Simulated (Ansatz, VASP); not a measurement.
**Pd: VASP beside Ansatz**

Contents of INCAR:

```
PREC = Accurate ; ENCUT = 520
EDIFF = 1E-7 ; ISMEAR = 0
SIGMA = 0.15 ; LREAL = F
LASPH = T ; NELM = 100
ALGO = Fast ; ISIF = 2
LWAVE = F ; LCHARG = F
GGA = PE ; NBANDS = 11
```

Contents of KPOINTS:

```
Automatic mesh
0
Gamma
  20 20 20
```

Contents of POSCAR:

```
Pd
1.0
    0.0000000000      1.9449000000      1.8476550000
    1.9449000000      0.0000000000      1.8476550000
    1.9449000000      1.9449000000      0.0000000000
Pd
1
Direct
    0.0000000000      0.0000000000      0.0000000000
```

Input for Ansatz:

```yaml
crystal:
  lattice:
    - [0.0, 1.9449, 1.847655]
    - [1.9449, 0.0, 1.847655]
    - [1.9449, 1.9449, 0.0]
  atoms:
    - { symbol: Pd, position: [0.0, 0.0, 0.0] }
basis:
  ecutwfc: 420
kpoints:
  mp_grid: { grid: [20, 20, 20] }
hamiltonian:
  xc: pbe
scf:
  occupations: { method: gaussian, width: 0.15 }
output:
  forces: true
  stress: true
  eigenvalues: true
```

Change from the starting cell: strain +0.000 along x and y, -0.050 along z, atoms carried along.

Alike in both runs: task single point; functional PBE; k mesh 20 × 20 × 20; occupations gaussian, width 0.15 eV; no spin polarisation.

|  | VASP | Ansatz |
| --- | --- | --- |
| version | VASP 6.6.1 | Ansatz 0.2.0 |
| potentials or method | VASP PAW PBE potentials, release 64 (Pd) | scalar-relativistic, plane waves, PAW |
| plane-wave cutoff (eV) | 520 | 420 |
| valence electrons in the cell | 10 | 18 |

|  | VASP | Ansatz | Ansatz less VASP |
| --- | --- | --- | --- |
| gap on the k mesh at the Fermi level (eV) | none | none | - |
| pressure (GPa) | 19.7 | 20.1 | +0.43 |
| largest component of the traceless stress (GPa) | 1.79 | 1.82 | +0.029 |

A gap of «none» marks a metal or a gap that the smearing closes. The two sets of potentials don't hold the same shells in valence.

Caveats: so large a pressure means that the cell lies far from this level's equilibrium, or that cutoff or potentials fall short (VASP).
